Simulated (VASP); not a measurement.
InSe:

```
In Se
1.0
     4.05000    0.00000    0.00000
    -2.02500    3.50740    0.00000
     0.00000    0.00000   16.93000
In Se
4 4
Direct
  0.33333 0.66667 0.15700
  0.66667 0.33333 0.65700
  0.33333 0.66667 0.34300
  0.66667 0.33333 0.84300
  0.33333 0.66667 0.60200
  0.66667 0.33333 0.10200
  0.33333 0.66667 0.89800
  0.66667 0.33333 0.39800
```

| Quantity | Value |
| --- | --- |
| Program | VASP 6.6.1 |
| Task | relaxation of cell and atoms |
| Functional | PBE |
| Dispersion | D3(BJ) |
| Potentials or basis | VASP PAW PBE potentials, release 64 (In_d, Se) |
| Cutoff | 600 eV |
| k mesh | 9 × 9 × 2 |
| Occupations | gaussian, width 0.03 eV |
| Spin | no spin polarisation |

At the start: pressure 6.0 GPa; volume 30.06 Å³/atom.

Problem. How do energy, volume and symmetry change on relaxing?

Solution. Over 21 steps the energy falls by 235.5 meV/atom and the volume is 29.51 Å³/atom (-1.8 %); space group P6_3/mmc (No. 194, to 0.05 Å).

The path:
| step | energy change (eV) | largest force (eV/Å) | pressure (GPa) | volume (Å³) |
| --- | --- | --- | --- | --- |
| 1 | 0.0000 | 2.9070 | 5.96 | 240.49 |
| 2 | -1.1000 | 0.2693 | -4.41 | 280.98 |
| 3 | -1.3896 | 0.8298 | -2.17 | 266.69 |
| 4 | -1.6667 | 0.3208 | -1.19 | 254.23 |
| 5 | -1.7214 | 0.2780 | -0.30 | 246.46 |
| 6 | -1.8289 | 0.3119 | 0.48 | 240.32 |
| 7 | -1.8499 | 0.3315 | 1.09 | 236.15 |
| 8 | -1.8674 | 0.1210 | -0.64 | 241.08 |
| 9 | -1.8775 | 0.0468 | -0.01 | 239.23 |
| 10 | -1.8775 | 0.0523 | 0.00 | 239.17 |
| 11 | -1.8785 | 0.0415 | -0.02 | 239.09 |
| 12 | -1.8787 | 0.0737 | -0.04 | 239.03 |
| 13 | -1.8794 | 0.0641 | -0.03 | 238.81 |
| 14 | -1.8811 | 0.0509 | 0.01 | 238.16 |
| 15 | -1.8819 | 0.0736 | 0.11 | 236.84 |
| 16 | -1.8829 | 0.0475 | 0.03 | 236.93 |
| 17 | -1.8833 | 0.0253 | -0.11 | 237.07 |
| 18 | -1.8834 | 0.0236 | -0.09 | 237.05 |
| 19 | -1.8839 | 0.0262 | -0.04 | 236.61 |
| 20 | -1.8842 | 0.0291 | 0.05 | 235.94 |
| 21 | -1.8843 | 0.0068 | -0.01 | 236.05 |

Final structure:
```
CELL_PARAMETERS angstrom
4.03306 0.00000 0.00000
-2.01653 3.49273 0.00000
0.00000 0.00000 16.75718
ATOMIC_POSITIONS crystal
In 0.33333 0.66667 0.16664
In 0.66667 0.33333 0.66664
In 0.33333 0.66667 0.33336
In 0.66667 0.33333 0.83336
Se 0.33333 0.66667 0.58971
Se 0.66667 0.33333 0.08971
Se 0.33333 0.66667 0.91029
Se 0.66667 0.33333 0.41029
```
